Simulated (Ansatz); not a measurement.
# Structure relaxation of Ge

Level of theory: Ansatz 0.2.0, DFT PBEsol, scalar-relativistic, plane waves, PAW. Cutoff 420 eV, Γ-centred k mesh, Gaussian smearing, no spin polarisation in the final step.

A relaxed cell is given with its space group left out.

```yaml
crystal:
  lattice:
    - [2.66734, 0.00000, 0.00000]
    - [0.00000, 2.66734, 0.00000]
    - [0.00000, 0.00000, 2.66734]
  atoms:
    - { symbol: Ge, position: [0.50000, 0.50000, 0.50000] }
```

Energies count from the standard state of Ge at the same level.

**Question.** What space group does it have?

**Answer.** Pm-3m (No. 221). Conventional cell: a = 2.667 Å. Around Ge lie 6 Ge at 2.67 Å.

**Question.** How far above the standard state of Ge does it lie?

**Answer.** 0.19 eV/atom.

**Question.** Is it a metal?

**Answer.** Yes, bands cross the Fermi level on the 20×20×20 mesh.

The final run used a 20×20×20 mesh on its 1-atom cell and 0.10 eV smearing. The k mesh leaves about 4 meV/atom of noise in metals. The cell came from a trial start, so Ge may not exist in this structure.